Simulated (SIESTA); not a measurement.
**Si: equation of state with LDA**

Crystal: Si.

```
CELL_PARAMETERS angstrom
-2.37137 2.37137 1.32927
2.37137 -2.37137 1.32927
2.37137 2.37137 -1.32927
ATOMIC_POSITIONS crystal
Si 0.50000 0.50000 0.00000
Si 0.25000 0.75000 0.50000
```

This isn't the form of Si at room conditions, which is diamond.

| Quantity | Value |
| --- | --- |
| Program | SIESTA 5.4.2 |
| Task | equation of state |
| Functional | LDA |
| Potentials or basis | PseudoDojo 0.4 standard (LDA files) |
| Basis | DZP (energy shift 0.003 Ry) |
| Grid cutoff | 500 Ry |
| Energy shift | 0.003 Ry |
| k mesh | 11 × 11 × 11 |
| Occupations | fermi-dirac, width 0.05 eV |
| Spin | no spin polarisation |

```yaml
Equilibrium_volume: 14.93 Å³/atom
Bulk_modulus_at_fixed_shape_and_positions: 111 GPa
Pressure_derivative_of_the_bulk_modulus: 4.7
```

Energy against volume, from the lowest point:
| volume (Å³/atom) | energy (meV/atom) |
| --- | --- |
| 14.053 | 20.11 |
| 14.352 | 8.41 |
| 14.651 | 1.89 |
| 14.950 | 0.00 |
| 15.249 | 2.23 |
| 15.548 | 8.14 |
| 15.847 | 17.32 |

All runs of the series together: 10 min on 1 thread of Intel(R) Xeon(R) Platinum 8259CL CPU @ 2.50GHz (Skylake/Cascade Lake), on a shared host.

Caveat: the cell was scaled at fixed shape and fractional positions, which overstates the stiffness of a crystal with free parameters, most of all of layers and chains; the basis of atomic orbitals isn't converged, which shifts pressures, moduli and gaps.
